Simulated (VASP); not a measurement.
A convergence study with VASP on ZnTe (space group no. 216 when undisturbed): one setting is varied, all else stays as given below, so the limit is that of these other settings. One atom is moved off its site, so that forces are finite.

```
CELL_PARAMETERS angstrom
      0.00000     3.04085     3.04085
      3.04085     0.00000     3.04085
      3.04085     3.04085     0.00000
ATOMIC_POSITIONS crystal
  Zn 0.00475 0.00475 0.00475
  Te 0.25000 0.25000 0.25000
```

These are PBE GGA, VASP's PBE PAW potentials (set 64) (plane waves; VASP) values and carry that method's errors. The tightest run used: 300 eV cut-off, 18×18×18 Γ-centred mesh, Fermi-Dirac smearing of 0.050 eV, potentials Zn Te.

Unless said otherwise, spin-orbit coupling is left out, though it shifts the bands of the heavy elements here. Gaps are read on the run's mesh, which can miss a band edge.

```json
[
 {"setting": "2×2×2 mesh", "E (eV/atom)": "-1.7647", "pressure (GPa)": "7.87", "largest force (eV/Å)": "0.294", "gap on the mesh (eV)": "1.153", "irreducible k-points": "4"},
 {"setting": "3×3×3 mesh", "E (eV/atom)": "-2.4104", "pressure (GPa)": "3.74", "largest force (eV/Å)": "0.295", "gap on the mesh (eV)": "1.224", "irreducible k-points": "6"},
 {"setting": "4×4×4 mesh", "E (eV/atom)": "-2.5359", "pressure (GPa)": "2.82", "largest force (eV/Å)": "0.295", "gap on the mesh (eV)": "1.244", "irreducible k-points": "13"},
 {"setting": "5×5×5 mesh", "E (eV/atom)": "-2.5671", "pressure (GPa)": "2.55", "largest force (eV/Å)": "0.294", "gap on the mesh (eV)": "1.252", "irreducible k-points": "19"}
]
```

**Question.** These are the cheaper rows. Estimate the results at 18×18×18 mesh, and how far the last row shown lies from them.

**Answer.** 
| quantity | tightest run | last row shown is off by |
|---|---|---|
| E (eV/atom) | -2.5807 | 0.0136 |
| pressure (GPa) | 2.42 | 0.13 |
| largest force (eV/Å) | 0.294 | 0.000 |
| gap on the mesh (eV) | 1.256 | -0.005 |

Left out are rungs that failed or repeat a setting and relaxations that didn't move; long series are thinned to 24 rows.

The structure is a typed ZnTe crystal (space group no. 216). The cell was not relaxed at this level, it is distorted from the ideal structure.
